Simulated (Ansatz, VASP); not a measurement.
**Two plane-wave programs on InP**

```
In P
1.0
     0.00000    2.88355    2.85500
     2.88355    0.00000    2.85500
     2.88355    2.88355    0.00000
In P
1 1
Direct
  0.00000 0.00000 0.00000
  0.50000 0.50000 0.50000
```

Change from the starting cell: equal xx and yy strain of +1 %, PAW files.

Alike in both runs: task electric field gradients; functional LDA; k mesh 11 × 11 × 11; occupations fermi-dirac, width 0.05 eV; no spin polarisation.

|  | VASP | Ansatz |
| --- | --- | --- |
| version | VASP 6.6.1 | Ansatz 0.2.0 |
| potentials or method | VASP PAW LDA potentials, release 64 (In_d, P) | PAW with Ansatz's default frozen-core files, scalar-relativistic |
| plane-wave cutoff (eV) | 520 | 420 |
| valence electrons in the cell | 18 | 18 |

VASP gave:

```
pressure (GPa)                                                 : -10.3
largest component of the traceless stress (GPa)                : 0.40
Vzz of the field gradient on the site that differs most (V/Å²) : -9.1
```

Q: Which values does Ansatz return?

A: Pressure (GPa): -10.3; largest component of the traceless stress (GPa): 0.40; Vzz of the field gradient on the site that differs most (V/Å²): -8.8.

Ansatz warned: «gradients_without_spin_orbit».
